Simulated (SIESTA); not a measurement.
Crystal: AlN.

```xyz
4
Lattice="3.1130 0.0000 0.0000 -1.5565 2.6959 0.0000 0.0000 0.0000 4.9810" Properties=species:S:1:pos:R:3 pbc="T T T"
Al    1.5565    0.8986    2.4905
Al    0.0000    1.7973    0.0000
N     1.5565    0.8986    4.3833
N     0.0000    1.7973    1.8928
```

Base run:

* Program: SIESTA 5.4.2
* Functional: PBE
* Potentials or basis: PseudoDojo 0.4 standard (PBE files)
* Basis: DZP (energy shift 0.003 Ry)
* Grid cutoff: 800 Ry
* Energy shift: 0.003 Ry
* k mesh: 10 × 10 × 6
* Occupations: fermi-dirac, width 0.05 eV
* Spin: no spin polarisation

Its results: band gap on the k mesh 4.34 eV, direct; pressure 5.1 GPa; largest force 0.134 eV/Å.

The run is repeated on the same cell with these changes: functional from PBE to BLYP. What comes out?

Band gap on the k mesh 4.66 eV, direct; pressure 9.7 GPa; largest force 0.123 eV/Å.

BLYP binds less tightly than PBE, so the same cell stands under more pressure.

Caveats: the basis of atomic orbitals isn't converged, which shifts pressures, moduli and gaps; the potentials were made for another functional, which shifts forces and pressure (some runs).
